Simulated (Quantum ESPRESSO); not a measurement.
# AlAu in Quantum ESPRESSO: the effect of target pressure

Crystal: AlAu.

```
CELL_PARAMETERS angstrom
3.22394 0.00000 0.00000
0.00000 3.22394 0.00000
0.00000 0.00000 3.22394
ATOMIC_POSITIONS crystal
Au 0.50000 0.50000 0.50000
Al 0.00000 0.00000 0.00000
```

The cell comes from a database or a generator and needn't be the stable form of this composition.

Alike in all runs:

```yaml
Program: Quantum ESPRESSO 7.5
Task: phonons
Functional: PBEsol
Potentials_or_basis: GBRV 1.5 PBEsol
Cutoff: 612 eV
Density_cutoff: 4898 eV
k_mesh: 8 × 8 × 8
Occupations: cold, width 0.2 eV
Spin: no spin polarisation
```

Each run relaxes the cell or the atoms first.

Question: One run gave: relaxed volume 14.59 Å³/atom; highest phonon frequency 221 cm⁻¹. Which target pressure did it use?
A. 5 GPa
B. 0 GPa
C. 2 GPa
D. 10 GPa
E. 15 GPa

Answer: E.

| target pressure | relaxed volume (Å³/atom) | highest phonon frequency (cm⁻¹) |
| --- | --- | --- |
| 0 GPa | 15.98 | 158 |
| 2 GPa | 15.74 | 169 |
| 5 GPa | 15.42 | 184 |
| 10 GPa | 14.97 | 204 |
| 15 GPa | 14.59 | 221 |

Caveats: the mesh is thin for the phonons of a metal; the cell is more than 3 GPa from zero pressure, which shifts response properties (some runs).
